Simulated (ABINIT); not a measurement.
# Pb: single point with r2SCAN

Pb:

```xyz
1
Lattice="0.0000 2.4750 2.4750 2.4750 0.0000 2.4750 2.4750 2.4750 0.0000" Properties=species:S:1:pos:R:3 pbc="T T T"
Pb    0.0000    0.0000    0.0000
```

```yaml
Program: ABINIT 10.8.3 (patched build)
Task: single point
Functional: r2SCAN
Potentials_or_basis: JTH PAW PBE v2.0
Cutoff: 544 eV
k_mesh: 7 × 7 × 7
Occupations: fermi-dirac, width 0.05 eV
Spin: no spin polarisation
Fine-grid_cutoff: 1088.46 eV
```

The band gap on the k mesh is none (metal or under the smearing width). The valence electrons inside the program's atomic spheres are Pb 11.39 (radii [1.2714] Å).

Levels at points of the mesh, in eV from the Fermi level:
```
           k point  band 5  band 6  band 7  band 8  band 9  band 10
(0.00, 0.00, 0.00)  -17.55  -12.26    7.77    7.77    7.77    10.48
```

It took 34 s on 1 thread of Arm Neoverse V1, with other jobs on the host, peak memory 0.11 GiB.

 The run has no spin-orbit coupling, so splittings on Pb are missing.
